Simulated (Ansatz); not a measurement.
A 2-atom cell of NaF from a published structure, relaxed with r2SCAN in the plane-wave code Ansatz. The symmetry is Fm-3m (No. 225, cubic); a = 4.594 Å in the conventional setting, 12.12 Å³ an atom. Around Na lie 6 F at 2.30 Å; around F lie 6 Na at 2.30 Å.

The axes x, y and z are those of this cell:
```
Na F
1.0
     0.00000    2.29724    2.29724
     2.29724    0.00000    2.29724
     2.29724    2.29724    0.00000
Na F
1 1
Direct
  0.00000 0.00000 0.00000
  0.50000 0.50000 0.50000
```

Unstrained: With PBE the gap is 6.456 eV and direct, at Γ. r2SCAN gives a direct gap of 7.281 eV at Γ. The HSE06 gap is direct at Γ: 8.635 eV. Meshes: PBE 10×10×10, r2SCAN 10×10×10, HSE06 6×6×6. Strains are changes of length per length. After each strain the atoms were relaxed again with r2SCAN within the symmetry that the strain leaves, so tilts or polar shifts that break it weren't tested; points keep the names that they have in the unstrained zone. No spin polarisation; the structure comes from an open crystallographic database, the properties from the calculation.

Task: Estimate what isotropic +2.62 % on every length does to the gap.

Result: PBE: the gap goes from 6.456 to 6.043 eV (-0.413 eV). r2SCAN: the gap goes from 7.281 to 6.853 eV (-0.428 eV). HSE06: the gap goes from 8.635 to 8.179 eV (-0.456 eV). The r2SCAN energy rises by 11.6 meV an atom.

Task: Apply uniaxial +1.02 % along x, other directions held. How far does the gap move, against the unstrained cell?

Result: PBE: the gap goes from 6.456 to 6.400 eV (-0.056 eV). r2SCAN: the gap goes from 7.281 to 7.222 eV (-0.059 eV). HSE06: the gap goes from 8.635 to 8.571 eV (-0.064 eV). The r2SCAN energy rises by 0.4 meV an atom.

The meshes of the hybrids are coarse, so their gaps aren't converged to the digits shown.
